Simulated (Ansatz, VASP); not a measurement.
# One calculation of Zr, two programs

```
CELL_PARAMETERS angstrom
0.00000 2.25500 2.25500
2.25500 0.00000 2.25500
2.25500 2.25500 0.00000
ATOMIC_POSITIONS crystal
Zr 0.00000 0.00000 0.00000
```

This isn't the form of Zr at room conditions, which is hcp.

Alike in both runs: task single point; functional PBE; k mesh 13 × 13 × 13; occupations fermi-dirac, width 0.05 eV; no spin polarisation.

```csv
,VASP,Ansatz
version,VASP 6.6.1,Ansatz 0.2.0
potentials or method,"VASP PAW PBE potentials, release 64 (Zr_sv), cutoff 520 eV","all-electron LAPW, scalar-relativistic"
```

```csv
,VASP,Ansatz,Ansatz less VASP
pressure (GPa),1.2,1.2,0.00
```

Ansatz ran all-electron here, so the differences hold the error of VASP's frozen core and of both bases.
